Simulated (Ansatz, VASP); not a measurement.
# InAs in VASP and in Ansatz

Contents of INCAR:

```
PREC = Accurate
ENCUT = 520
EDIFF = 1E-6
ISMEAR = 0
SIGMA = 0.02
LREAL = False
LASPH = True
NELM = 150
ALGO = Normal
ISIF = 2
LWAVE = False
LCHARG = True
MAGMOM = 0 0 0 0 0 0
LORBIT = 11
LSORBIT = True
GGA_COMPAT = False
LORBMOM = True
GGA = PS
LVHAR = True
NBANDS = 30
```

KPOINTS

```
regular mesh
0
Gamma
  12 12 12
```

POSCAR

```
InAs
1.0
    0.0000000000      2.9880625493      2.9880625493
    2.9880625493      0.0000000000      2.9880625493
    2.9880625493      2.9880625493      0.0000000000
In As
1 1
Direct
    0.0000000000      0.0000000000      0.0000000000
    0.2500000000      0.2500000000      0.2500000000
```

Input for Ansatz:

```yaml
crystal:
  lattice:
    - [0.0, 2.9880625493, 2.9880625493]
    - [2.9880625493, 0.0, 2.9880625493]
    - [2.9880625493, 2.9880625493, 0.0]
  atoms:
    - { symbol: In, position: [0.0, 0.0, 0.0] }
    - { symbol: As, position: [0.25, 0.25, 0.25] }
scf:
  occupations: { method: gaussian, width: 0.02 }
output:
  forces: true
  stress: true
  eigenvalues: true
  write_density: true
  write_potential: true
  elf: true
  volumetric_format: npy
hamiltonian:
  xc: pbesol
magnetization:
  noncollinear: true
  spin_orbit: true
basis:
  ecutwfc: 500
kpoints:
  mp_grid: { grid: [12, 12, 12] }
```

Alike in both runs: task single point; functional PBEsol; k mesh 12 × 12 × 12; occupations gaussian, width 0.02 eV; non-collinear spin, spin-orbit coupling.

|  | VASP | Ansatz |
| --- | --- | --- |
| version | VASP 6.6.1 | Ansatz 0.2.0 |
| potentials or method | VASP PAW PBE potentials, release 64 (In_d, As) | plane waves, PAW |
| plane-wave cutoff (eV) | 520 | 500 |
| valence electrons in the cell | 18 | 28 |

```csv
,VASP,Ansatz,Ansatz less VASP
gap on the k mesh at the Fermi level (eV),none,none,-
pressure (GPa),3.6,3.4,-0.15
net moment per atom (μB),0.00,0.00,0.000
```

A gap of «none» marks a metal or a gap that the smearing closes. The two sets of potentials don't hold the same shells in valence.

Caveats: the PAW data sets were made with another functional, which shifts forces and pressure a little (VASP).
